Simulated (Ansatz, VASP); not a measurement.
## One calculation of Al, two programs

File INCAR:

```
SYSTEM = Al
PREC = Accurate
ENCUT = 520
EDIFF = 1E-6
ISMEAR = -1
SIGMA = 0.1
LREAL = .False.
LASPH = .True.
NELM = 80
ALGO = Normal
ISIF = 2
LWAVE = .False.
LCHARG = .True.
GGA = RE
LELF = .True.
LVHAR = .True.
NBANDS = 8
```

KPOINTS

```
regular mesh
0
Gamma
  13 13 13
  0 0 0
```

Contents of POSCAR:

```
Al
1.0
    2.6211799172      0.0000000000      0.0000000000
    0.0000000000      2.6211799172      0.0000000000
    0.0000000000      0.0000000000      2.6211799172
Al
1
Direct
    0.0000000000      0.0000000000      0.0000000000
```

Input for Ansatz:

```yaml
crystal:
  lattice:
    - [2.6211799172, 0.0, 0.0]
    - [0.0, 2.6211799172, 0.0]
    - [0.0, 0.0, 2.6211799172]
  atoms:
    - { symbol: Al, position: [0.0, 0.0, 0.0] }
hamiltonian:
  xc: revpbe
  pseudopotentials:
    kind: paw
    azcp:
      Al: "pseudopotentials/Al.paw.azcp"
basis:
  ecutwfc: 420
  fft_grid_basis: typed
kpoints:
  mp_grid: { grid: [13, 13, 13], shift: [0, 0, 0] }
magnetization:
  spin_polarized: false
scf:
  occupations: { method: fermi_dirac, width: 0.1 }
  lower_state_search: "off"
output:
  stress: true
```

Alike in both runs: task single point; functional revPBE; k mesh 13 × 13 × 13; occupations fermi-dirac, width 0.1 eV; no spin polarisation.

```csv
,VASP,Ansatz
version,VASP 6.6.1,Ansatz 0.2.0
potentials or method,"VASP PAW PBE potentials, release 64 (Al)","plane waves (420 eV) with PAW, scalar-relativistic"
plane-wave cutoff (eV),520,420
valence electrons in the cell,3,3
```

|  | VASP | Ansatz | Ansatz less VASP |
| --- | --- | --- | --- |
| pressure (GPa) | 9.2 | 9.3 | +0.11 |

The functional is the same, so the differences come from potentials, cutoffs and numerics.

Caveats: the PAW data sets were made with another functional, which shifts forces and pressure a little (VASP).
